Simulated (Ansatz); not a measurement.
Set up this calculation in Ansatz 0.2.0, as the native input.

| Item | Value |
| --- | --- |
| Task | single point |
| Functional | PBE |
| Potentials or basis | Ansatz PAW |
| Cutoff | 420 eV (not typed: the program's choice for these potentials) |
| k mesh | 7 × 7 × 7 |
| Occupations | gaussian, width 0.021 eV |
| Spin | no spin polarisation |

PbSe:

```xyz
2
Lattice="3.7843 0.0000 0.0000 0.0000 3.7843 0.0000 0.0000 0.0000 3.7843" Properties=species:S:1:pos:R:3 pbc="T T T"
Pb    0.0000    0.0000    0.0000
Se    1.8922    1.8922    1.8922
```

Measurements of this composition are mostly on another form, of space group No. 225.

These files were run (other wordings do the same):

input.yaml

```yaml
crystal:
  lattice:
    - [3.784322, 0.0, 0.0]
    - [0.0, 3.784322, 0.0]
    - [0.0, 0.0, 3.784322]
  atoms:
    - { symbol: Pb, position: [0.0, 0.0, 0.0] }
    - { symbol: Se, position: [0.5, 0.5, 0.5] }
hamiltonian:
  xc: pbe
  pseudopotentials: { kind: paw }
kpoints:
  mp_grid: { grid: [7, 7, 7] }
scf:
  occupations: { method: gaussian, width: 0.021 }
output:
  forces: true
  stress: true
  eigenvalues: true
  write_density: true
  write_potential: true
  elf: true
  volumetric_format: npy
```

Potentials or basis: Ansatz PAW.

The run is started by

```sh
$ ansatz run input.yaml --threads 2 --pin off --max-ram 5632MiB --backend cpu --events-out ev --progress --plain --runs-dir out
```

It gave:

* Pressure: -0.2 GPa
* Band gap on the k mesh: none (metal or under the smearing width)

It took 1 s on 2 threads of Arm Neoverse V2 (shared host), peak memory 0.31 GiB.
